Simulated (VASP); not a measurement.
Wanted: the native input for a VASP 6.6.1 run.

```yaml
Task: single point
Functional: PBE
Potentials_or_basis: VASP PAW PBE potentials, release 64 (S)
Cutoff: 520 eV
k_mesh: 6 × 6 × 6
Occupations: gaussian, width 0.1 eV
Spin: no spin polarisation
Dipole_correction: no
Further_INCAR_settings: ALGO = Normal; EDIFF = 1e-06; NBANDS = 9
```

The structure of S lies in POSCAR:

```
S
1.0
    0.0000000000      2.5535519400      2.5842795400
    1.9705749200      0.0000000000      2.5842795400
    1.9705749200      2.5535519400      0.0000000000
S
1
Direct
    0.0000000000      0.0000000000      0.0000000000
```

The cell was built by a generator and needn't be a form met in nature.

These files were run (other wordings do the same):

INCAR

```
PREC     = Accurate       # precision mode
ENCUT    = 520            # plane-wave cutoff, eV
EDIFF    = 1E-6           # SCF threshold, eV
ISMEAR   = 0              # smearing method
SIGMA    = 0.1            # smearing width, eV
LREAL    = False          # projectors in reciprocal space
LASPH    = True           # aspherical terms in the spheres
NELM     = 80             # most SCF steps
ALGO     = Normal         # electronic algorithm
ISIF     = 2              # what is computed and relaxed
LWAVE    = False          # write WAVECAR
LCHARG   = False          # write CHGCAR
GGA      = PE             # functional
NBANDS   = 9              # bands
```

KPOINTS

```
Automatic mesh
0
Gamma
  6 6 6
```

Potentials or basis: VASP PAW PBE potentials, release 64 (S).

The run is started by

```bash
$ cat potpaw_PBE.64/S/POTCAR > POTCAR
$ mpirun -np 1 vasp_std > vasp.out
```

Results of the run:

* Pressure: -12.8 GPa
* Band gap on the k mesh: none (metal or under the smearing width)

Caveat: the k mesh is coarse (spacing up to 0.39 Å⁻¹), so the values aren't converged.

It took 4.5 s on 1 thread of Intel(R) Xeon(R) 6975P-C (Granite Rapids), with other jobs on the host, peak memory 0.14 GiB.
